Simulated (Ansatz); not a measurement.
Set up this calculation in Ansatz 0.2.0, as the native input.

```
Task                : single point
Functional          : PBE0
Potentials or basis : all-electron PAW datasets made for the crystal
Cutoff              : 270 eV (chosen from the basis error)
k mesh              : 6 × 6 × 6
Occupations         : fermi-dirac, width 0.05 eV
Spin                : no spin polarisation
```

The system is BeTe.

```
CELL_PARAMETERS angstrom
0.00000 2.77000 2.77000
2.77000 0.00000 2.77000
2.77000 2.77000 0.00000
ATOMIC_POSITIONS crystal
Te 0.75000 0.75000 0.75000
Be 0.00000 0.00000 0.00000
```

The input as run:

input.yaml

```yaml
crystal:
  lattice:
    - [0.0, 2.77, 2.77]
    - [2.77, 0.0, 2.77]
    - [2.77, 2.77, 0.0]
  atoms:
    - { symbol: Te, position: [0.75, 0.75, 0.75] }
    - { symbol: Be, position: [0.0, 0.0, 0.0] }
kpoints:
  mp_grid: { grid: [6, 6, 6] }
scf:
  occupations: { method: fermi_dirac, width: 0.05 }
hamiltonian:
  xc: pbe0
  pseudopotentials: { kind: all_electron, datasets: crystal }
output:
  forces: true
  stress: true
```

Potentials or basis: all-electron PAW datasets made for the crystal.

Run with:

```sh
$ ansatz run input.yaml --threads 2 --pin off --max-ram 8192MiB --backend cpu --events-out ev --progress --plain --runs-dir out
```

Results of the run:

```yaml
Pressure: 3.3 GPa
Band_gap_on_the_k_mesh: 3.18 eV, indirect (least direct gap 5.09 eV)
```

Caveat: spin-orbit coupling is left out, which moves the levels of the heavy elements.

Wall time 36 s on 2 threads of Intel(R) Xeon(R) 6975P-C (Granite Rapids), with other jobs on the host, peak memory 0.69 GiB.
